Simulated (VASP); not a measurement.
The system is TiSe.

```
CELL_PARAMETERS angstrom
3.55900 0.00000 0.00000
-1.77950 3.08218 0.00000
0.00000 0.00000 6.22000
ATOMIC_POSITIONS crystal
Se 0.66667 0.33333 0.75000
Se 0.33333 0.66667 0.25000
Ti 0.00000 0.00000 0.50000
Ti 0.00000 0.00000 0.00000
```

- Program: VASP 6.6.1
- Task: relaxation of cell and atoms
- Functional: r2SCAN
- Potentials or basis: VASP PAW PBE potentials, release 64 (Se, Ti_sv)
- Cutoff: 600 eV
- k mesh: 8 × 8 × 4
- Occupations: fermi-dirac, width 0.05 eV
- Spin: no spin polarisation

At the start: pressure 4.1 GPa; volume 17.06 Å³/atom.

**Question.** How do energy, volume and symmetry change on relaxing?

**Answer.** Over 8 steps the energy falls by 45.6 meV/atom and the volume is 17.22 Å³/atom (+1.0 %); space group P6_3/mmc (No. 194, to 0.05 Å).

The path:
```
step  energy change (eV)  largest force (eV/Å)  pressure (GPa)  volume (Å³)
   1              0.0000                0.0000            4.13        68.23
   2             -0.0714                0.0000           -4.14        72.62
   3             -0.0794                0.0000           -2.31        71.50
   4             -0.1469                0.0000           -1.68        70.47
   5             -0.1816                0.0000           -0.62        69.17
   6             -0.1816                0.0000           -0.69        69.23
   7             -0.1811                0.0000            0.81        68.45
   8             -0.1825                0.0000           -0.04        68.89
```

Final structure:
```
CELL_PARAMETERS angstrom
3.43470 0.00000 0.00000
-1.71735 2.97454 0.00000
0.00000 0.00000 6.74302
ATOMIC_POSITIONS crystal
Se 0.66667 0.33333 0.75000
Se 0.33333 0.66667 0.25000
Ti 0.00000 0.00000 0.50000
Ti 0.00000 0.00000 0.00000
```

Caveat: the PAW data sets were made with another functional, which shifts forces and pressure a little.
